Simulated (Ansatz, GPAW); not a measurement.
**A Pd chain with two C atoms in line: relaxation, then transmission at several levels**

Aim: the conductance of a Pd chain with two C atoms in line after relaxation, and whether geometry, basis or functional moves it most.

Calculated with GPAW 26.7.0 and Ansatz 0.2.0; Ansatz plane waves; relaxation of the junction with the lead ends held; PAW set soft_1, in the first sound run; inputs show where later runs differ.

Report form: the programs' logs are mostly left out.

## (1) The structure

The cell holds 18 atoms: 16 Pd and 2 C. Its edges and angles: a = 9.000 Å, b = 9.000 Å, c = 42.497 Å, α = 90.0°, β = 90.0°, γ = 90.0°. Regions: left lead, 8 atoms (8 Pd); channel, 2 atoms (2 C); right lead, 8 atoms (8 Pd). Vacuum lies along a and b. The structure is stacked along c, and the current runs across the ab planes.

## (2) Relaxation

Transmission follows bond lengths closely, so the atoms between the held lead ends are relaxed first, from a slightly shaken start that lets symmetry break.

input.yaml

```yaml
crystal:
  lattice:
    - [9.0, 0.0, 0.0]
    - [0.0, 9.0, 0.0]
    - [0.0, 0.0, 42.497]
  atoms:
    - { symbol: Pd, position: [0.5, 0.5, 0.029413841] }
    - { symbol: Pd, position: [0.5, 0.5, 0.0882415229] }
    - { symbol: Pd, position: [0.5, 0.5, 0.1470692049] }
    - { symbol: Pd, position: [0.5, 0.5, 0.2058968868] }
    - { symbol: Pd, position: [0.5, 0.5, 0.2647245688] }
    - { symbol: Pd, position: [0.5, 0.5, 0.3235522507] }
    - { symbol: Pd, position: [0.4985588666, 0.4962330108, 0.3828556206] }
    - { symbol: Pd, position: [0.4963072847, 0.5067130519, 0.4418599751] }
    - { symbol: C, position: [0.4988024569, 0.5019017191, 0.486077786] }
    - { symbol: C, position: [0.5094465647, 0.4969224511, 0.5158117564] }
    - { symbol: Pd, position: [0.5017258021, 0.4990681632, 0.5595634032] }
    - { symbol: Pd, position: [0.5016892477, 0.5035874695, 0.6172488182] }
    - { symbol: Pd, position: [0.5, 0.5, 0.6764477493] }
    - { symbol: Pd, position: [0.5, 0.5, 0.7352754312] }
    - { symbol: Pd, position: [0.5, 0.5, 0.7941031132] }
    - { symbol: Pd, position: [0.5, 0.5, 0.8529307951] }
    - { symbol: Pd, position: [0.5, 0.5, 0.9117584771] }
    - { symbol: Pd, position: [0.5, 0.5, 0.970586159] }
kpoints:
  mp_grid: { grid: [1, 1, 2] }
hamiltonian:
  xc: pbe
  pseudopotentials: { kind: paw, azcp: { folder: soft_1 } }
scf:
  occupations: { method: fermi_dirac, width: 0.1 }
relax:
  f_tol: 0.03
  max_steps: 80
  constraints: [{ sites: [0, 1, 2, 3, 4, 5, 12, 13, 14, 15, 16, 17] }]
```

Started as:

```
> ansatz run input.yaml --threads 4 --pin off --max-ram 8192MiB --backend cpu --events-out ev --progress --plain --runs-dir out
```

The job ended after 3.3 min (4 threads of Arm Neoverse V1, shared host; peak memory 5 GiB).

The steps of the relaxation:

```
step  energy less that of the first step (eV)  largest force component (eV/Å)
   1                                   0.0000                          1.2331
   2                                  -0.0247                          0.3409
   3                                  -0.0784                          0.5882
   4                                  -0.1594                          0.5541
   5                                  -0.1948                          0.1532
   6                                  -0.2053                          0.0503
   7                                  -0.2059                          0.0065
   8                                  -0.2061                          0.0071
```

The atoms that moved most (Å):

```
atom      dx      dy      dz  length
Pd11  -0.203  -0.563  -0.067   0.602
 Pd8   0.024   0.547   0.013   0.547
Pd12   0.050   0.231  -0.066   0.245
 Pd7   0.001  -0.218   0.063   0.227
 C10  -0.142  -0.069  -0.034   0.161
  C9  -0.012   0.102  -0.039   0.110
```

Numbers from this step:

```yaml
free_energy: -112025.4707 eV
smearing_term_ts: 1.700 eV
symmetry_operations: 1
```

The relaxation lowered the energy of the cell by 0.206 eV.

## (3) Plane waves, PBE

Plane waves give the reference curve, free of the bias of atom-centred orbitals.

This step: Ansatz plane waves; Landauer transmission by layers, zero bias; PAW set soft_1 (Ansatz 0.2.0).

input.yaml

```yaml
crystal:
  lattice:
    - [9.0, 0.0, 0.0]
    - [0.0, 9.0, 0.0]
    - [0.0, 0.0, 42.497]
  atoms:
    - { symbol: Pd, position: [0.5, 0.5, 0.029413841] }
    - { symbol: Pd, position: [0.5, 0.5, 0.0882415229] }
    - { symbol: Pd, position: [0.5, 0.5, 0.1470692049] }
    - { symbol: Pd, position: [0.5, 0.5, 0.2058968868] }
    - { symbol: Pd, position: [0.5, 0.5, 0.2647245688] }
    - { symbol: Pd, position: [0.5, 0.5, 0.3235522507] }
    - { symbol: Pd, position: [0.498691618, 0.4719891141, 0.3843416101] }
    - { symbol: Pd, position: [0.4990197216, 0.5674418565, 0.4421555625] }
    - { symbol: C, position: [0.4974224323, 0.5132892463, 0.4851709119] }
    - { symbol: C, position: [0.4936571475, 0.4892958504, 0.5150147553] }
    - { symbol: Pd, position: [0.4791637421, 0.4365356865, 0.5579918773] }
    - { symbol: Pd, position: [0.5071921118, 0.5292407647, 0.6157051099] }
    - { symbol: Pd, position: [0.5, 0.5, 0.6764477493] }
    - { symbol: Pd, position: [0.5, 0.5, 0.7352754312] }
    - { symbol: Pd, position: [0.5, 0.5, 0.7941031132] }
    - { symbol: Pd, position: [0.5, 0.5, 0.8529307951] }
    - { symbol: Pd, position: [0.5, 0.5, 0.9117584771] }
    - { symbol: Pd, position: [0.5, 0.5, 0.970586159] }
kpoints:
  mp_grid: { grid: [1, 1, 2] }
hamiltonian:
  xc: pbe
  pseudopotentials: { kind: paw, azcp: { folder: soft_1 } }
scf:
  occupations: { method: fermi_dirac, width: 0.1 }
output:
  transmission:
    leads: [[0, 1]]
    e_range: [-2, 2]
    de: 0.025
    kmesh: [1, 1]
    reduced_basis: true
  write_potential: true
  write_density: true
  volumetric_format: npy
```

Run time: 2.6 min. Hardware: 4 threads; peak memory 5.2 GiB; 7.6 min of CPU time.

This step gave:

```yaml
lead_level: 0 eV from the Fermi level
transmission_at_the_fermi_level_one_spin: 2.463
open_channels_of_the_lead_at_the_fermi_level_one_spin: 4
step_of_the_potential_along_the_lead: 1.2 meV
offset_of_the_lead: 0 Å
filling_of_the_lead_less_its_bulk_value_in_size: 10.9 meV
conductance: 2.374 G₀
```

One spin. Table of transmission, zone mean by energy, zero at the Fermi level:

```
energy (eV)  transmission, zone mean
     -2.000                     1.12
     -1.800                     1.25
     -1.600                     1.60
     -1.425                     1.80
     -1.400                     1.80
     -1.200                     1.18
     -1.000                    0.508
     -0.850                     1.80
     -0.800                     1.76
     -0.600                     1.97
     -0.400                     1.80
     -0.200                     2.42
     -0.100                     2.65
      0.000                     2.46
      0.200                    0.333
      0.400                    0.206
      0.600                    0.137
      0.800                    0.101
      1.000                   0.0830
      1.200                   0.0736
      1.400                   0.0691
      1.600                   0.0677
      1.800                   0.0686
      2.000                   0.0713
```

One spin. Open channels, zone mean against energy, zero at the Fermi level:

```
energy (eV)  open channels, zone mean
     -2.000                         3
     -1.800                         3
     -1.600                         3
     -1.400                         3
     -1.200                         3
     -1.000                         5
     -0.800                         5
     -0.600                         5
     -0.400                         4
     -0.200                         4
      0.000                         4
      0.200                         1
      0.400                         1
      0.600                         1
      0.800                         1
      1.000                         1
      1.200                         1
      1.400                         1
      1.600                         1
      1.800                         1
      2.000                         1
```

Crystal 0, spin -, k parallel (0, 0); distinct values, listed up to 1.5 1/Å. Im kz of the slowest decaying states against energy, zero at the Fermi level:

```
energy (eV)  decay 1 (Å⁻¹)  decay 2 (Å⁻¹)  decay 3 (Å⁻¹)  decay 4 (Å⁻¹)
    -2.0000          0.728          0.818          0.819           1.35
    -1.7500          0.665          0.702          0.703           1.33
    -1.5000          0.542          0.543          0.595           1.30
    -1.2500          0.242          0.244          0.515           1.28
    -1.0000          0.418           1.25           1.25           1.26
    -0.7500          0.290           1.23           1.23           1.34
    -0.5000          0.266          0.266           1.20           1.20
    -0.2500          0.519          0.519           1.18           1.18
     0.0000          0.656          0.656           1.15           1.15
     0.2500          0.118          0.118          0.143          0.751
     0.5000          0.205          0.205          0.266          0.825
     0.7500          0.255          0.256          0.347          0.884
     1.0000          0.289          0.289          0.411          0.933
     1.2500          0.311          0.311          0.464          0.974
     1.5000          0.324          0.324          0.509          0.957
     1.7500          0.330          0.330          0.548          0.921
     2.0000          0.327          0.327          0.582          0.884
```

Crystal 0, spin -, k parallel (0, 0). The Re kz of states that move upwards by energy, zero at the Fermi level:

```
energy (eV)  channel 1 (Å⁻¹)  channel 2 (Å⁻¹)  channel 3 (Å⁻¹)  channel 4 (Å⁻¹)  channel 5 (Å⁻¹)
    -2.0000           -0.781           -0.781            0.603                -                -
    -1.7500           -0.694           -0.694            0.646                -                -
    -1.5000           -0.616           -0.616            0.689                -                -
    -1.2500           -0.542           -0.542            0.735                -                -
    -1.0000           -0.470           -0.470            0.485            0.486            0.783
    -0.7500           -0.399           -0.399            0.818            0.818            0.837
    -0.5000           -0.325           -0.325           0.0765            0.899                -
    -0.2500           -0.244           -0.244            0.308            0.975                -
     0.0000           -0.141           -0.141            0.425             1.08                -
     0.2500            0.513                -                -                -                -
     0.5000            0.584                -                -                -                -
     0.7500            0.644                -                -                -                -
     1.0000            0.695                -                -                -                -
     1.2500            0.740                -                -                -                -
     1.5000            0.781                -                -                -                -
     1.7500            0.818                -                -                -                -
     2.0000            0.853                -                -                -                -
```

The electrostatic potential energy of an electron (with the applied field's), less the Fermi level, planar mean oscillates, so the rows of the table below give means over windows of 2.51 Å about each position, cut where the curve ends. Its first 14 maxima inside the range that stand out by 2 % of the span (Å: eV): 2.5: 5.04, 5.0: 5.04, 7.5: 5.04, 10.0: 5.04, 12.5: 5.04, 15.1: 5.07, 17.6: 5.04, 19.9: 5.42, 21.2: 5.44, 22.6: 5.42, 24.9: 5.03, 27.4: 5.07, 30.0: 5.04, 32.5: 5.04. Its first 14 minima: 1.2: 3.38, 3.7: 3.38, 6.2: 3.37, 8.7: 3.37, 11.2: 3.37, 13.7: 3.36, 16.4: 3.38, 18.7: 3.63, 20.7: 4.83, 21.8: 4.84, 23.8: 3.63, 26.1: 3.38, 28.8: 3.36, 31.3: 3.37.

The electrostatic potential energy of an electron (with the applied field's), less the Fermi level, planar mean by z; means over each step:

z (Å), electrostatic potential energy of an electron (with the applied field's), less the Fermi level, planar mean (eV) and a bar from the least value:
```
     1.25       4.26 ####
     3.76       4.27 ####
     6.27       4.27 ####
     8.79       4.27 ####
    11.29       4.27 ####
    13.80       4.27 ####
    16.31       4.27 ####
    18.82       4.51 ###########
    21.33       5.09 ##############################
    23.84       4.49 ###########
    26.35       4.28 ####
    28.86       4.27 ####
    31.37       4.27 ####
    33.88       4.27 ####
    36.40       4.27 ####
    38.91       4.27 ####
    41.41       4.15
```

The valence density, planar mean oscillates, so the rows of the table below give means over windows of 2.51 Å about each position, cut where the curve ends. Its first 14 maxima inside the range that stand out by 2 % of the span (Å: e/Å³): 1.2: 0.213, 3.7: 0.214, 6.2: 0.215, 8.7: 0.215, 11.2: 0.216, 13.7: 0.216, 16.4: 0.215, 18.7: 0.215, 21.5: 0.0407, 23.8: 0.216, 26.1: 0.214, 28.8: 0.216, 31.3: 0.216, 33.8: 0.215. Its first 14 minima: 2.5: 0.0148, 5.0: 0.0149, 7.5: 0.0149, 10.0: 0.0149, 12.5: 0.0149, 15.1: 0.0131, 17.6: 0.0141, 19.8: 0.0273, 22.7: 0.0272, 24.9: 0.0141, 27.4: 0.0132, 30.0: 0.0149, 32.5: 0.0149, 35.0: 0.0149.

Valence density, planar mean against z; means over each step:

```
z (Å)  valence density, planar mean (e/Å³)
 1.25                               0.0886
 3.76                               0.0886
 6.27                               0.0886
 8.79                               0.0886
11.29                               0.0886
13.80                               0.0883
16.31                               0.0884
18.82                               0.0905
21.33                               0.0376
23.84                               0.0896
26.35                               0.0883
28.86                               0.0884
31.37                               0.0886
33.88                               0.0886
36.40                               0.0886
38.91                               0.0886
41.41                               0.0993
```

T at the Fermi level is 2.46 of 4 open channels a spin.

(Continued in part 2 of 3.)

[Logs are printed without paths, hosts, clocks, repeated set-up lines and the standing remarks that a program may print on its own settings, such as how far it seeks lower states.]

[Hosts, paths, dates, database ids (printed as entryN), source tags and the programs' standing remarks are cut or masked in the printed files.]
